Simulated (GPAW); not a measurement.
# PbS (Galena) (Fm-3m) in GPAW: further runs, part 2 of 2

GPAW 26.7.0. Earlier steps stand in the parts before.

## Step 5: RPA correlation energy, PBE

The input, run.py:

```python
import numpy as np
from ase.spacegroup import crystal
from ase.units import Bohr, Ha
from gpaw import GPAW, PW
from gpaw.hybrids.energy import non_self_consistent_energy
from gpaw.xc.rpa import RPACorrelation

# Pb 4a
# S 4b
atoms = crystal(['Pb', 'S'],
                basis=[[0.0, 0.0, 0.0],
                       [0.5, 0.0, 0.0]],
                spacegroup=225, setting=1,  # Fm-3m
                cellpar=[5.9315, 5.9315, 5.9315, 90.0, 90.0, 90.0],
                primitive_cell=True)

for x in [0.94, 0.97, 1.0, 1.03, 1.06]:
    ecuts = np.array([160.0, 200.0, 250]) * x**(-2 / 3)  # the same plane waves at each volume
    a = atoms.copy()
    a.set_cell(atoms.cell * x**(1 / 3), scale_atoms=True)
    calc = GPAW(mode=PW(450),
                xc='PBE',
                kpts={'size': (3, 3, 3), 'gamma': True},
                occupations={'name': 'fermi-dirac', 'width': 0.001},
                nbands=19,
                convergence={'density': 1e-06},
                maxiter=150,
                txt=f'gs-{x:.2f}.txt')
    a.calc = calc
    dft = a.get_potential_energy(force_consistent=True)
    calc.write(f'gs-{x:.2f}.gpw')
    exx = non_self_consistent_energy(calc, 'EXX').sum()
    calc.diagonalize_full_hamiltonian(nbands=int(a.get_volume() / Bohr**3 * (ecuts[-1] / Ha)**1.5 * 2**0.5 / 3 / np.pi**2) + 30)
    calc.write(f'full-{x:.2f}.gpw', mode='all')
    ec = RPACorrelation(f'full-{x:.2f}.gpw', ecut=ecuts, nfrequencies=16, skip_gamma=False, txt=f'rpa-{x:.2f}.txt').calculate()
    slope, ec_inf = np.polyfit(ecuts**-1.5, ec, 1)
    print(f'V = {a.get_volume():.4f} A^3: DFT {dft:.5f}, EXX {exx:.5f}, correlation', *ec.round(5), f'extrapolated {ec_inf:.5f}, total {exx + ec_inf:.5f} eV', flush=True)
```

Potentials or basis: GPAW PAW data sets (gpaw-data 1.2.1), pw.

Launch:

```bash
OMP_NUM_THREADS=1 python run.py
```

The log of the run:

```text
Non-self-consistent RPA correlation energy

Atoms                          : PbS
Ground state XC functional     : PBE
Valence electrons              : 20
Number of bands                : 498
Number of spins                : 1
Number of k-points             : 27
Number of irreducible k-points : 4
Number of irreducible q-points : 4

    q: [0.0000 0.0000 0.0000] - weight: 0.037
    q: [0.3333 0.3333 0.6667] - weight: 0.444
    q: [0.3333 0.3333 0.0000] - weight: 0.222
    q: [0.3333 0.3333 0.3333] - weight: 0.296

Analytical coupling constant integration

Frequencies
    Gauss-Legendre integration with 16 frequency points
    Transformed from [0,oo] to [0,1] using e^[-aw^(1/B)]
    Highest frequency point at 800.0 eV and B=2.0

    G-vector decomposition        : 1

Response function bands : Equal to number of plane waves
Plane wave cutoffs (eV) : 166.738 208.423 260.528
No Coulomb truncation

# 0
q = [0.000 0.000 0.000]
E_cut = 166 eV / Bands = 259:
E_c(q) = -20.939 eV
E_cut = 208 eV / Bands = 331:
E_c(q) = -21.417 eV
E_cut = 260 eV / Bands = 459:
E_c(q) = -21.876 eV

# 1
q = [0.333 0.333 0.667]
E_cut = 166 eV / Bands = 236:
E_c(q) = -19.750 eV
E_cut = 208 eV / Bands = 347:
E_c(q) = -20.493 eV
E_cut = 260 eV / Bands = 466:
E_c(q) = -20.911 eV

# 2
q = [0.333 0.333 0.000]
E_cut = 166 eV / Bands = 238:
E_c(q) = -19.822 eV
E_cut = 208 eV / Bands = 323:
E_c(q) = -20.438 eV
E_cut = 260 eV / Bands = 472:
E_c(q) = -20.984 eV

# 3
q = [0.333 0.333 0.333]
E_cut = 166 eV / Bands = 238:
E_c(q) = -21.389 eV
E_cut = 208 eV / Bands = 344:
E_c(q) = -22.110 eV
E_cut = 260 eV / Bands = 468:
E_c(q) = -22.544 eV

==========================================================

Total correlation energy:
   167:   -20.2956 eV
   208:   -20.9940 eV
   261:   -21.4469 eV

Extrapolated energies:
   167 - 208:  -22.751 eV
   208 - 261:  -22.586 eV
```

Wall time 17 min (1 thread of Arm Neoverse V1, shared host); peak memory 0.7 GiB.

Results:

```
Equilibrium volume : 25.47 Å³/atom (rough: see the caveat)
Bulk modulus       : 67 GPa (rough)
```

Energy against volume, from the lowest point:
```csv
volume (Å³/atom),energy (meV/atom)
24.521,7.46
25.303,0.00
26.086,1.04
26.868,13.26
27.651,28.63
```

Caveat: the k mesh is coarse (spacing up to 0.61 Å⁻¹), so the values aren't converged; the energies scatter about the fit; the fit is doubtful: noisy points or a state that changes with volume; the long-wavelength limit can be off by a per cent or two. The run has no spin-orbit coupling, so splittings on Pb are missing.

## Step 6: RPA correlation energy, PBE

Edit run.py of step 5 so:

```diff
@@ -16,4 +16,4 @@
 
-for x in [0.94, 0.97, 1.0, 1.03, 1.06]:
-    ecuts = np.array([160.0, 200.0, 250]) * x**(-2 / 3)  # the same plane waves at each volume
+for x in [1.0]:
+    ecuts = np.array([128.0, 160.0, 200])
     a = atoms.copy()
```

Potentials or basis: GPAW PAW data sets (gpaw-data 1.2.1), pw.

Launch:

```bash
OMP_NUM_THREADS=1 python run.py
```

The log of the run:

```text
Using integrator: PointIntegrator
FrequencyDescriptor(from 0.000+0.001j to 0.000+800.000j eV, 16 points)
Nonperiodic BCs:  [False False False]
Using integrator: PointIntegrator
FrequencyDescriptor(from 0.000+0.001j to 0.000+800.000j eV, 16 points)
Nonperiodic BCs:  [False False False]
Integrating chi0 body.

Symmetries of q_c:
    Direct symmetries (Uq -> q): 48
    Indirect symmetries (TUq -> q): 0
In total 48 allowed symmetries.

  ( 1  0  0)  ( 1  0  0)  ( 1  0  0)  ( 1  0  0)  ( 1  0 -1)  ( 1  0 -1)
  ( 1  0 -1)  ( 1 -1  0)  ( 0  1  0)  ( 0  0  1)  ( 1  0  0)  ( 1 -1  0)
  ( 1 -1  0)  ( 1  0 -1)  ( 0  0  1)  ( 0  1  0)  ( 1 -1  0)  ( 1  0  0)

  ( 1  0 -1)  ( 1  0 -1)  ( 1 -1  0)  ( 1 -1  0)  ( 1 -1  0)  ( 1 -1  0)
  ( 0  1 -1)  ( 0  0 -1)  ( 1  0  0)  ( 1  0 -1)  ( 0 -1  1)  ( 0 -1  0)
  ( 0  0 -1)  ( 0  1 -1)  ( 1  0 -1)  ( 1  0  0)  ( 0 -1  0)  ( 0 -1  1)

  ( 0  1  0)  ( 0  1  0)  ( 0  1  0)  ( 0  1  0)  ( 0  1 -1)  ( 0  1 -1)
  ( 1  0  0)  ( 0  1 -1)  ( 0  0  1)  (-1  1  0)  ( 1  0 -1)  ( 0  1  0)
  ( 0  0  1)  (-1  1  0)  ( 1  0  0)  ( 0  1 -1)  ( 0  0 -1)  (-1  1  0)

  ( 0  1 -1)  ( 0  1 -1)  ( 0  0  1)  ( 0  0  1)  ( 0  0  1)  ( 0  0  1)
  ( 0  0 -1)  (-1  1  0)  ( 1  0  0)  ( 0  1  0)  ( 0 -1  1)  (-1  0  1)
  ( 1  0 -1)  ( 0  1  0)  ( 0  1  0)  ( 1  0  0)  (-1  0  1)  ( 0 -1  1)

  ( 0  0 -1)  ( 0  0 -1)  ( 0  0 -1)  ( 0  0 -1)  ( 0 -1  1)  ( 0 -1  1)
  ( 1  0 -1)  ( 0  1 -1)  ( 0 -1  0)  (-1  0  0)  ( 1 -1  0)  ( 0  0  1)
  ( 0  1 -1)  ( 1  0 -1)  (-1  0  0)  ( 0 -1  0)  ( 0 -1  0)  (-1  0  1)

  ( 0 -1  1)  ( 0 -1  1)  ( 0 -1  0)  ( 0 -1  0)  ( 0 -1  0)  ( 0 -1  0)
  ( 0 -1  0)  (-1  0  1)  ( 1 -1  0)  ( 0  0 -1)  ( 0 -1  1)  (-1  0  0)
  ( 1 -1  0)  ( 0  0  1)  ( 0 -1  1)  (-1  0  0)  ( 1 -1  0)  ( 0  0 -1)

  (-1  1  0)  (-1  1  0)  (-1  1  0)  (-1  1  0)  (-1  0  1)  (-1  0  1)
  ( 0  1  0)  ( 0  1 -1)  (-1  0  1)  (-1  0  0)  ( 0  0  1)  ( 0 -1  1)
  ( 0  1 -1)  ( 0  1  0)  (-1  0  0)  (-1  0  1)  ( 0 -1  1)  ( 0  0  1)

  (-1  0  1)  (-1  0  1)  (-1  0  0)  (-1  0  0)  (-1  0  0)  (-1  0  0)
  (-1  1  0)  (-1  0  0)  ( 0  0 -1)  ( 0 -1  0)  (-1  1  0)  (-1  0  1)
  (-1  0  0)  (-1  1  0)  ( 0 -1  0)  ( 0  0 -1)  (-1  0  1)  (-1  1  0)

4 groups of equivalent kpoints. 85.18518518518519% reduction.

Integral kind: hermitian response function
Integrating chi0 head and wings.

Symmetries of q_c:
    Direct symmetries (Uq -> q): 48
    Indirect symmetries (TUq -> q): 0
In total 48 allowed symmetries.
[... 311 lines left out ...]
10 groups of equivalent kpoints. 62.96296296296296% reduction.

Integral kind: hermitian response function
Integrating chi0 body.

Symmetries of q_c:
    Direct symmetries (Uq -> q): 6
    Indirect symmetries (TUq -> q): 0
In total 6 allowed symmetries.

  ( 1  0  0)  ( 1  0  0)  ( 0  1  0)  ( 0  1  0)  ( 0  0  1)  ( 0  0  1)
  ( 0  1  0)  ( 0  0  1)  ( 1  0  0)  ( 0  0  1)  ( 1  0  0)  ( 0  1  0)
  ( 0  0  1)  ( 0  1  0)  ( 0  0  1)  ( 1  0  0)  ( 0  1  0)  ( 1  0  0)

10 groups of equivalent kpoints. 62.96296296296296% reduction.

Integral kind: hermitian response function
Integrating chi0 body.

Symmetries of q_c:
    Direct symmetries (Uq -> q): 6
    Indirect symmetries (TUq -> q): 0
In total 6 allowed symmetries.

  ( 1  0  0)  ( 1  0  0)  ( 0  1  0)  ( 0  1  0)  ( 0  0  1)  ( 0  0  1)
  ( 0  1  0)  ( 0  0  1)  ( 1  0  0)  ( 0  0  1)  ( 1  0  0)  ( 0  1  0)
  ( 0  0  1)  ( 0  1  0)  ( 0  0  1)  ( 1  0  0)  ( 0  1  0)  ( 1  0  0)

10 groups of equivalent kpoints. 62.96296296296296% reduction.

Integral kind: hermitian response function
```

Run time: 1.8 min. Hardware: 1 thread of Arm Neoverse V1, shared host; peak memory 0.34 GiB.

Results:

| Property | Result |
| --- | --- |
| Free energy | -9.0653 eV |
| RPA total energy per cell | 115.544 eV |

Caveat: the k mesh is coarse (spacing up to 0.61 Å⁻¹), so the values aren't converged; the long-wavelength limit can be off by a per cent or two. The run has no spin-orbit coupling, so splittings on Pb are missing.
